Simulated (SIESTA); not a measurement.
**In in SIESTA: the effect of functional**

In, a slab with vacuum:

```
In
1.0
     3.36384    0.00000    0.00000
    -1.68192    2.91317    0.00000
     0.00000    0.00000   28.49964
In
6
Cartesian
  1.6819 0.9711 7.5000
  0.0000 0.0000 10.1999
  0.0000 1.9421 12.8999
  0.0000 0.0000 15.5998
  1.6819 0.9711 18.2997
  0.0000 0.0000 20.9996
```

The slab is cut from a database's or a generator's crystal, which needn't be the stable form of the element.

Alike in all runs:

- Program: SIESTA 5.4.2
- Task: single point
- Basis: DZP (energy shift 0.003 Ry; two zetas on semicore shells)
- Grid cutoff: 500 Ry
- Energy shift: 0.003 Ry
- k mesh: 9 × 9 × 1
- Occupations: fermi-dirac, width 0.05 eV
- Spin: no spin polarisation

```csv
functional,potentials or basis,largest force (eV/Å),work function (eV)
LDA,PseudoDojo 0.4 standard (LDA files),0.12,4.22
PBEsol,PseudoDojo 0.4 standard (PBEsol files),0.11,4.03
AM05,PseudoDojo 0.4 standard (PBEsol files),?,?
WC,PseudoDojo 0.4 standard (PBEsol files),0.11,4.03
PBE,PseudoDojo 0.4 standard (PBE files),0.26,3.93
PW91,PseudoDojo 0.4 standard (PBE files),0.26,3.97
revPBE,PseudoDojo 0.4 standard (PBE files),0.33,3.82
RPBE,PseudoDojo 0.4 standard (PBE files),0.36,3.80
BLYP,PseudoDojo 0.4 standard (PBE files),0.49,3.60
```

Task: What does the run with functional AM05 give?

Result: Largest force 0.12 eV/Å; work function 3.93 eV.

Caveats: the potentials were made for another functional, which shifts forces and pressure (some runs).
